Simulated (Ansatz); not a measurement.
Crystal: Pb.

```
CELL_PARAMETERS angstrom
0.00000 2.47502 2.47502
2.47502 0.00000 2.47502
2.47502 2.47502 0.00000
ATOMIC_POSITIONS crystal
Pb 0.00000 0.00000 0.00000
```

Base run:

| Quantity | Value |
| --- | --- |
| Program | Ansatz 0.2.0 |
| Functional | PBEsol |
| Potentials or basis | Ansatz PAW |
| Cutoff | 420 eV (not typed: the program's choice for these potentials) |
| k mesh | 9 × 9 × 9 |
| Occupations | fermi-dirac, width 0.05 eV |
| Spin | no spin polarisation |

Its results: band gap on the k mesh none (metal or under the smearing width); pressure -0.6 GPa.

Problem. The run is repeated on the same cell with these changes: functional from PBEsol to RPBE. What comes out?

Solution. Band gap on the k mesh none (metal or under the smearing width); pressure 3.9 GPa.

RPBE binds less tightly than PBEsol, so the same cell stands under more pressure.

Caveats: spin-orbit coupling is left out, which moves the levels of the heavy elements; the PAW data sets come from PBE, with cores solved anew for the run's functional, which leaves a small shift of forces and pressure.
